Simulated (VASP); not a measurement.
# GaP (F-43m) under even compression and expansion: pressure, energy and band gap with PBE + D3(BJ)

Longer bonds mean weaker coupling between neighbouring atoms, so a semiconductor's gap might be expected to shrink as its cell expands. In GaP the calculated gap first grows with volume, then turns and falls much faster than it rose. The turn matters for light emitters, because on the k mesh used here it is also a change from an indirect to a direct gap, and a direct gap lets electrons and holes recombine without the help of a phonon.

We follow seven evenly scaled cells. Volume changes are measured from the minimum of the fitted energy curve, energies from the lowest computed point, and positive pressure means compression. The gap is the distance from the highest filled to the lowest empty state on the k mesh.

## Set-up

A cell from a diffraction database, relaxed at this level and then scaled evenly, fractional positions kept. VASP 6.6.1, plane waves with PAW, PBE + D3(BJ), cutoff 400 eV, k mesh 7×7×7, no spin polarisation, no spin-orbit coupling, static lattice. A Birch-Murnaghan fit to the energies has its minimum at 20.19 Å³ per atom.

Notes on method and selection:

- The pressure is that of a finite plane-wave basis, so it need not vanish exactly at the minimum of the energy.
- Only series whose fit has its minimum inside the range and an error under 0.5 meV per atom are shown.
- Where rows or columns differ in functional or spin-orbit coupling, non-spherical gradient terms in the PAW spheres (LASPH) may be on in some and off in others.
- Runs that did not converge, have known faults or may not be shown are not listed, and runs on Ansatz's PAW sets soft_1 and soft_2 are kept to separate tables.

Columns:

- volume change (%): volume relative to the fitted equilibrium volume.
- pressure (GPa): pressure from the stress tensor (positive: compressed).
- energy (meV/atom): energy per atom above the lowest point of the series.
- gap (eV): smallest gap on the k mesh.

Input lines of one member:

```
PREC = Accurate
ENCUT = 400
EDIFF = 1E-06
NELM = 100
ISMEAR = 0
SIGMA = 0.05
LREAL = .FALSE.
ALGO = Normal
GGA = PE
IVDW = 12
NBANDS = 15
LORBIT = 11
KPAR = 2
ISIF = 2
```

Command (options for logging and memory left out): `mpirun -np 2 vasp_std`

## Data

```
member    volume change (%)  pressure (GPa)  energy (meV/atom)  gap (eV)
18.93 Å³  −6.24              5.91            22.9               1.460
19.33 Å³  −4.25              3.71            10.2               1.502
19.73 Å³  −2.25              1.73            2.7                1.542
20.14 Å³  −0.26              −0.05           0.0                1.578
20.54 Å³  1.74               −1.65           1.5                1.612
20.94 Å³  3.73               −3.08           6.8                1.543
21.34 Å³  5.73               −4.36           15.5               1.388
```

Least-squares fits to the whole series, with x = volume change (%); R² and errors in the fitted variable (y, or ln y where the fit is in ln y):

```
y                  members  fit                                  R²    rms residual  leave-one-out rms  the same for the mean of the others
pressure (GPa)     7        y = −0.2706 − 0.8433 x + 0.02311 x²  1.00  0.016         0.043              4.0
energy (meV/atom)  7        y = −0.1324 − 0.2654 x + 0.5366 x²   1.00  0.44          1.2                9.0
```

## Why the values move as they do

The pressure falls at every step, from 5.91 GPa in the smallest cell to −4.36 GPa in the largest. Around equilibrium the slope is (1.73 + 1.65) / (2.25 + 1.74) = 0.85 GPa per % of volume, which corresponds to a bulk modulus B = −V dP/dV of about 85 GPa. The crystal stiffens as it is squeezed: the slope is (5.91 − 3.71) / (6.24 − 4.25) = 1.11 GPa per % between the two smallest cells and (4.36 − 3.08) / (5.73 − 3.73) = 0.64 GPa per % between the two largest. Repulsion between overlapping electron shells rises steeply at short distance, while the bonding attraction fades more gently at long distance.

The energy agrees with this stiffness. For small changes E ≈ ½BV₀(ΔV/V₀)², and with 1 eV/Å³ ≈ 160 GPa a change of 1 % costs 0.5 × 85 × 20.19 / 160 / 10000 = 0.00054 eV, or 0.54 meV per atom. The quadratic coefficient fitted to the energies is 0.5366, so stresses and total energies describe the same spring.

The gap has two branches. From the smallest cell to the one at +1.74 % it rises by 1.612 − 1.460 = 0.152 eV, or 0.152 / (1.74 + 6.24) = 0.019 eV per %. Here the lowest conduction state lies on the line from Γ to X. Between the two largest cells, where it lies at Γ, the gap changes by (1.388 − 1.543) / 2.00 = −0.078 eV per %, about four times as fast and with the opposite sign.

The reason is the character of the two conduction states. The one at Γ is an antibonding combination of s orbitals on Ga and P, and it drops quickly towards the valence band when the bonds lengthen. The one near X has mixed orbital character and responds weakly; relative to the valence band top it rises slightly on expansion. The smallest direct gap, also computed but not tabulated, falls steadily with volume until it meets the growing indirect gap. A third conduction valley, at L, also drops on expansion, though more slowly than the state at Γ. The 7×7×7 mesh has no point at L, so the table cannot place this valley among the other two.

## Where the trend breaks

Largest departures from the fit to the whole series:

```
member    pressure (GPa)  fit    computed − fit  in rms residuals
19.33 Å³  3.71            3.73   −0.02           1.3
18.93 Å³  5.91            5.89   +0.02           1.2
20.54 Å³  −1.65           −1.67  +0.02           1.1
21.34 Å³  −4.36           −4.34  −0.02           1.0
```

The two most expanded cells leave the indirect branch. Continuing its last slope, (1.612 − 1.578) / 2.00 = 0.017 eV per %, would give 1.612 + 0.017 × (3.73 − 1.74) = 1.646 eV at +3.73 % and 1.612 + 0.017 × (5.73 − 1.74) = 1.680 eV at +5.73 %. The computed gaps are lower by 1.646 − 1.543 = 0.103 eV and 1.680 − 1.388 = 0.292 eV, because the state at Γ has become the lowest empty one on the mesh.

The pressure has a small offset instead of a stray member. Its fit gives −0.27 GPa at the energy minimum, where an exact calculation would give zero. A finite plane-wave basis produces an error of this sign, since the stress is evaluated with a fixed set of waves.

The energies miss their parabola by 0.44 meV per atom (rms), in a regular pattern: the smallest cell lies above the curve and the largest below it. That is the mark of a missing cubic term, the same asymmetry that makes the compressed crystal stiffer.

## Using the table

**At what expansion does the calculated gap become direct?**
On this mesh the change lies between +1.74 % and +3.73 %. Carried back to +1.74 %, the direct branch gives 1.543 + 0.0775 × (3.73 − 1.74) = 1.697 eV, which lies above the indirect gap by 1.697 − 1.612 = 0.085 eV. The two approach each other at 0.0775 + 0.017 = 0.0945 eV per %, so they meet 0.085 / 0.0945 = 0.9 % further on, at about +2.6 %. The gap there is near 1.612 + 0.017 × 0.9 = 1.63 eV, and interpolating the pressure gives about −2.3 GPa. This is where the state at Γ crosses the one near X. If the valley at L lies lower at that volume, the gap is still indirect there and becomes direct only at a larger expansion, if at all within the series.

**How far does 1 GPa of hydrostatic compression move the gap?**
From the near-equilibrium cell to the next smaller one, the gap changes by 1.542 − 1.578 = −0.036 eV while the pressure rises by 1.73 + 0.05 = 1.78 GPa. The result is −0.036 / 1.78 = −0.020 eV per GPa. On the direct branch the coefficient is (1.543 − 1.388) / (4.36 − 3.08) = +0.12 eV per GPa. A negative coefficient therefore points to the conduction states near X. A positive one does not prove a direct gap, since an indirect gap to the valley at L would also grow under compression.

**Does it matter whether the cell is chosen by zero stress or by lowest energy?**
Hardly. The offset of 0.27 GPa, divided by the fitted slope of 0.84 GPa per %, is a volume difference of 0.27 / 0.84 = 0.32 %. Near equilibrium this shifts the gap by 0.32 × 0.017 = 0.005 eV and costs 0.54 × 0.32² = 0.06 meV per atom.

## Rules of thumb and their limits

Between −6.24 % and +5.73 % in volume, pressure and energy follow smooth curves, whereas the gap needs one line for each conduction state. A single slope fitted across the turn would mislead.

PBE places semiconductor gaps too low, typically by several tenths of an electronvolt or more. In compounds of this kind it usually lowers the s-like state at Γ more than the states near X, so the real change to a direct gap should need a larger expansion. The k mesh sets a limit of its own. Near equilibrium a denser mesh gives a slightly larger gap, because its points happen to fall less well on the conduction minimum near X, so this comparison gives no sign that the 7×7×7 mesh leaves the indirect gap too high. Neither mesh contains the L point, however, and a run along the band path is left out here. The change to a direct gap is thus shown only against the states near X, not against the valley at L. Spin-orbit coupling would raise the valence band top and reduce both gaps a little, and lattice vibrations would generally reduce them as well.

Even scaling represents hydrostatic load. A strained film on a substrate also has a shear part, which can split the X valleys and the valence band top, depending on the orientation of the substrate.

[Logs are printed without paths, hosts, clocks, repeated set-up lines and the standing remarks that a program may print on its own settings, such as how far it seeks lower states.]
